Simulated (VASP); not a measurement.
A run of VASP 6.6.1 is set up as follows.

File INCAR:

```
  ALGO = Normal
  EDIFF = 1E-8
  ENCUT = 520
  ISIF = 2
  ISMEAR = -1
  LASPH = T
  LCHARG = F
  LEFG = T
  LREAL = F
  LWAVE = F
  NBANDS = 15
  NELM = 80
  PREC = Accurate
  SIGMA = 0.01
```

KPOINTS

```
k-points
0
Gamma
  6 6 6
```

POSCAR

```
KBr
1.0
    4.0434990000      0.0000000000      0.0000000000
    0.0000000000      4.0434990000      0.0000000000
    0.0000000000      0.0000000000      4.0434990000
K Br
1 1
Direct
    0.0000000000      0.0000000000      0.0000000000
    0.5000000000      0.5000000000      0.5000000000
```

Potentials or basis: VASP PAW LDA potentials, release 64 (K_sv, Br).

Launch:

```console
$ cat potpaw_LDA.64/K_sv/POTCAR potpaw_LDA.64/Br/POTCAR > POTCAR
$ mpirun -np 1 vasp_std > vasp.out
```

(1) Predict the band gap on the k mesh.

(2) What does it give for the pressure?

Results:

(1) 3.48 eV, indirect (least direct gap 3.75 eV).

(2) -2.6 GPa.
